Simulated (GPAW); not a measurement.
# GaN (F-43m) in GPAW: single point with LDA

Aim: the single point of GaN with LDA.

Program: GPAW 26.7.0. These are calculated values, not measurements. Logs are shortened: lines on timing, memory, paths and dates and some standing lists are left out, and cuts for length are marked. The log counts tension as positive stress, the text compression.

**The experiment to reproduce.**

From a printed reference work, textbook, for a bulk crystal of GaN at 0 K: band gap 3.299 eV (direct).

How close the calculation comes is told below.

## Step 1: The structure

The structure is cubic, space group F-43m (No. 216). The conventional cell has a = 4.507 Å, b = 4.507 Å, c = 4.507 Å, α = 90.00°, β = 90.00°, γ = 90.00°. Ga (site symmetry -43m) is surrounded by 4 N at 1.95 Å. N (site symmetry -43m) is surrounded by 4 Ga at 1.95 Å.

The cell is a database's computed one.

## Step 2: Single point, LDA

Contents of run.py:

```python
from ase import Atoms
from ase.dft.bandgap import bandgap
from ase.io import write
from ase.units import GPa
from gpaw import GPAW, PW

atoms = Atoms(['Ga', 'N'],
              cell=[[0.0, 2.2535006075, 2.2535006075],
                    [2.2535006075, 0.0, 2.2535006075],
                    [2.2535006075, 2.2535006075, 0.0]],
              scaled_positions=[[0.0, 0.0, 0.0],
                                [0.25, 0.25, 0.25]],
              pbc=True)

calc = GPAW(mode=PW(600),
            xc='LDA',
            kpts={'size': (8, 8, 8), 'gamma': True},
            occupations={'name': 'fermi-dirac', 'width': 0.05},
            nbands=11,
            maxiter=120,
            txt='gpaw.txt')
atoms.calc = calc
energy = atoms.get_potential_energy()
forces = atoms.get_forces()
stress = atoms.get_stress()
calc.write('gs.gpw')
write('result.traj', atoms)
print(f'Energy: {energy:.6f} eV')
print('Forces (eV/A):')
print(forces.round(4))
print('Stress (GPa):', (stress / GPa).round(3))
print('Fermi level:', round(calc.get_fermi_level(), 4), 'eV')
print(f'Gap: {bandgap(calc)[0]:.4f} eV, direct: {bandgap(calc, direct=True)[0]:.4f} eV')
```

Potentials or basis: the program's PAW data sets (release 1.2.1) made for this functional, pw.

Run with:

```bash
$ OMP_NUM_THREADS=1 python run.py
```

gpaw.txt:

```text
__  _  _
 | _ |_)|_||  |
 |__||  | ||/\| - 26.7.0

Input parameters:
  mode=PW(ecut=600.0),
  kpts=MonkhorstPack(size=(8, 8, 8), gamma=True),
  maxiter=120,
  nbands=11,
  occupations=Occupations(name='fermi-dirac', width=0.05),
  xc=XC(name='LDA')

Diagonalizing LCAO Hamiltonian
Converting LCAO to pw mode

           N
       Ga

Atoms  # Å, Bohr magnetons
|   | symbol |        x |        y |        z |    initial magnetic moments |
|---|--------|----------|----------|----------|-----------------------------|
| 0 |     Ga | 0.000000 | 0.000000 | 0.000000 | ( 0.0000,  0.0000,  0.0000) |
| 1 |      N | 1.126750 | 1.126750 | 1.126750 | ( 0.0000,  0.0000,  0.0000) |

Unit cell  # Å
| periodic |        x |        y |        z |  lengths |    angles |
|----------|----------|----------|----------|----------|-----------|
|      yes | 0.000000 | 2.253501 | 2.253501 | 3.186931 | 60.000000 |
|      yes | 2.253501 | 0.000000 | 2.253501 | 3.186931 | 60.000000 |
|      yes | 2.253501 | 2.253501 | 0.000000 | 3.186931 | 60.000000 |

Number of symmetries: 24
Symmetry operations  # r_c * U_cc + t_c -> r_c
|    | kind |            matrix            |
|----|------|------------------------------|
|  0 |  E   |  1, 0, 0,  0, 1, 0,  0, 0, 1 |
|  1 |  σ   |  1, 0, 0,  0, 0, 1,  0, 1, 0 |
|  2 |  σ   |  1, 0,-1,  0, 1,-1,  0, 0,-1 |
|  3 |  C3  |  1, 0,-1,  0, 0,-1,  0, 1,-1 |
|  4 |  C3  |  1,-1, 0,  0,-1, 1,  0,-1, 0 |
|  5 |  σ   |  1,-1, 0,  0,-1, 0,  0,-1, 1 |
|  6 |  σ   |  0, 1, 0,  1, 0, 0,  0, 0, 1 |
|  7 |  C3  |  0, 1, 0,  0, 0, 1,  1, 0, 0 |
|  8 |  C2  |  0, 1,-1,  1, 0,-1,  0, 0,-1 |
|  9 |  S4  |  0, 1,-1,  0, 0,-1,  1, 0,-1 |
| 10 |  C3  |  0, 0, 1,  1, 0, 0,  0, 1, 0 |
| 11 |  σ   |  0, 0, 1,  0, 1, 0,  1, 0, 0 |
| 12 |  S4  |  0, 0,-1,  1, 0,-1,  0, 1,-1 |
| 13 |  C3  |  0, 0,-1,  0, 1,-1,  1, 0,-1 |
| 14 |  S4  |  0,-1, 1,  1,-1, 0,  0,-1, 0 |
| 15 |  C2  |  0,-1, 1,  0,-1, 0,  1,-1, 0 |
| 16 |  C3  |  0,-1, 0,  1,-1, 0,  0,-1, 1 |
| 17 |  S4  |  0,-1, 0,  0,-1, 1,  1,-1, 0 |
| 18 |  S4  | -1, 1, 0, -1, 0, 1, -1, 0, 0 |
| 19 |  C3  | -1, 1, 0, -1, 0, 0, -1, 0, 1 |
| 20 |  C3  | -1, 0, 1, -1, 1, 0, -1, 0, 0 |
| 21 |  S4  | -1, 0, 1, -1, 0, 0, -1, 1, 0 |
| 22 |  σ   | -1, 0, 0, -1, 1, 0, -1, 0, 1 |
| 23 |  C2  | -1, 0, 0, -1, 0, 1, -1, 1, 0 |

BZ-sampling:
  Number of BZ points: 512
  Number of IBZ points: 29

  Monkhorst-Pack size: [8, 8, 8]
  Monkhorst-Pack shift: [0.0625, 0.0625, 0.0625]

K-points  # in reciprocal-cell coordinates
|     |                                coordinates |     weight |
|-----|--------------------------------------------|------------|
|   0 | (  0.00000000,   0.00000000,   0.00000000) | 0.00195312 |
|   1 | (  0.12500000,   0.12500000,   0.00000000) | 0.01171875 |
|   2 | (  0.12500000,   0.12500000,   0.12500000) | 0.01562500 |
|   3 | (  0.25000000,   0.12500000,   0.12500000) | 0.02343750 |
|   4 | (  0.25000000,   0.25000000,   0.00000000) | 0.01171875 |
|   5 | (  0.25000000,   0.25000000,   0.12500000) | 0.04687500 |
|   6 | (  0.25000000,   0.25000000,   0.25000000) | 0.01562500 |
|   7 | (  0.37500000,   0.25000000,  -0.37500000) | 0.04687500 |
|   8 | (  0.37500000,   0.25000000,   0.12500000) | 0.04687500 |
|   9 | (  0.37500000,   0.25000000,   0.25000000) | 0.04687500 |
| ... |                                            |            |
|  28 | (  0.50000000,   0.50000000,   0.50000000) | 0.00781250 |

Plane wave coefficients: 778
Cutoff: 600.0 eV

Spin-components: 1 (collinear spins)
Bands:           11
Projectors:      10
Spin-degeneracy: 2
Datatype:        complex128

Parallelization:
  kpt:    1
  domain: 1
  band:   1

Density:
  Valence electrons: 8.0
  Components: 1
  Grid points: [20 20 20]
  Charge: 0.0  # |e|

Potential:
  Grid points: [20 20 20]

species:
  Ga:
    name:    Gallium
    Z:       31.0
    valence: 3
    core:    28
    charge:  0.0  # [|e|]
    compensation charges:
      type: gauss
      rc: 0.37  # [Å]
      lmax: 2
    cutoffs:
      filter: 2.06  # [Å]
      core: 4.17  # [Å]
    projectors
    | kind |    occ | energy [eV] | rcut [Å] |
    |------|--------|-------------|----------|
    |   4s |  2.000 |      -9.167 |    1.164 |
    |   4p |  1.000 |      -2.734 |    1.164 |
    |    s |        |      18.045 |    1.164 |
    |    p |        |      24.478 |    1.164 |
    |    d |        |       0.000 |    1.164 |

    Using partial waves for Ga as LCAO basis

  N:
    name:    Nitrogen
    Z:       7.0
    valence: 5
    core:    2
    charge:  0.0  # [|e|]
    compensation charges:
      type: gauss
      rc: 0.18  # [Å]
      lmax: 2
    cutoffs:
      filter: 1.11  # [Å]
      core: 0.96  # [Å]
    projectors
    | kind |    occ | energy [eV] | rcut [Å] |
    |------|--------|-------------|----------|
    |   2s |  2.000 |     -18.420 |    0.603 |
    |   2p |  3.000 |      -7.237 |    0.529 |
    |    s |        |       8.791 |    0.603 |
    |    p |        |      19.974 |    0.529 |
    |    d |        |       0.000 |    0.577 |

    Using partial waves for N as LCAO basis

Reference energy: -54278.930546  # eV

eigensolver:
  PPCG
  Converge bands: occupied
  niter=2

density mixing:
  MSR1-Mixer
  Pratt-step length: 0.05
  Maximum mixing coefficient: 0.75
  Old densities: 10
  SVD Regularization: 0.005
  Good broyden scale: 1.0
  Trust region scale: 1.0
  Backstep threshold: 4.0
  History deletion threshold: 6.0
  Fourier metric: weight=20.0, sigma=0.015

occupation numbers:
  Fermi-Dirac:
    width: 0.0500  # eV

poisson solver:
  ecut: 4800.0  # eV

xc functional:
  name: None

convergence criteria:
- Maximum [total energy] change in last 3 cyles: 0.0005 eV / valence electron
- Maximum integral of absolute [dens]ity change: 0.0001 electrons / valence electron
- Maximum integral of absolute [eigenst]ate change: 4e-08 eV^2 / valence electron
maximum number of iterations: 120

SCF iterations
|iter     | |      energy | eigst |  dens |
|---------|-|-------------|-------|-------|
|iter:   1| |  -15.436713 | -0.33 |       |
|iter:   2| |  -14.976251 | -2.08 | -0.58 |
|iter:   3| |  -13.725419 | -0.76 | -0.63 |
|iter:   4| |  -13.710785 | -3.16 | -1.31 |
|iter:   5| |  -13.706024 | -3.49 | -1.59 |
|iter:   6| |  -13.706022 | -5.84 | -2.83 |
|iter:   7| |  -13.706025c| -6.56 | -3.20 |
|iter:   8| |  -13.706025c| -7.54c| -4.40c|

Converged in 8 steps
Energy contributions relative to reference atoms: (reference = -54278.930546)

Energy contributions:
  Kinetic:          32.253741
  Coulomb:         -28.300559
  Zero:              0.052017
  External:          0.000000
  Xc:              -17.711224
  Entropy:          -0.000000
  Spinorbit:         0.000000
  ----------------------------
  Free energy:     -13.706025
  Extrapolated:    -13.706025

dipole moment: (-12.672842, -12.672842, -12.672842)  # |e|*Ang

Fermi level: 6.953
Eigenvalues  # (at kpt = [0.000, 0.000, 0.000])
| band index |      eig [eV] | occ [0-2] |
|------------|---------------|-----------|
|          0 |        -9.728 |     2.000 |
|          1 |         6.039 |     2.000 |
|          2 |         6.039 |     2.000 |
|          3 |         6.039 |     2.000 |
|          4 |         7.882 |     0.000 |
|          5 |        16.247 |     0.000 |
|          6 |        16.247 |     0.000 |
|          7 |        16.247 |     0.000 |
|          8 |        23.425 |     0.000 |
|          9 |        24.387 |     0.000 |
|         10 |        24.398 |     0.000 |

Gap: 1.842 eV
Transition (v -> c):
  (s=0, k=0, n=3, [0.00, 0.00, 0.00]) -> (s=0, k=0, n=4, [0.00, 0.00, 0.00])
No difference between direct/indirect transitions

Forces  # eV/Ang
|        x |        y |        z |
|----------|----------|----------|
| -0.00000 | -0.00000 | -0.00000 |  # Ga   0
| -0.00000 |  0.00000 | -0.00000 |  # N    1

Stress tensor  # eV/Ang^3
|         x |         y |         z |
|-----------|-----------|-----------|
|  0.031785 | -0.000000 | -0.000000 |
| -0.000000 |  0.031785 |  0.000000 |
| -0.000000 |  0.000000 |  0.031785 |

# Writing to gs.gpw (mode='')
```

Wall time 6.8 s (1 thread of Intel Xeon Platinum 8259CL at 2.50GHz (Skylake/Cascade Lake), shared host); peak memory 0.13 GiB.

What came out:

```
Free energy            : -13.7060 eV
Pressure               : -5.1 GPa
Band gap on the k mesh : 1.84 eV, direct
```

Caveat: the cutoff is short for stress and forces, so pressures can be off by a GPa or more.

## Step 3: Comparison with measurements

Step 2. Against the measured gap of GaN, 3.299 eV (direct; 0 K; a printed reference work, textbook), the calculated 1.84 eV is off by -1.46 eV. Spin-orbit coupling on Ga is left out. The value is that of LDA, without temperature or zero-point motion. Semilocal functionals fall short of measured gaps as a rule. The cell is a database's relaxed one, not the measured one, which moves gaps too.
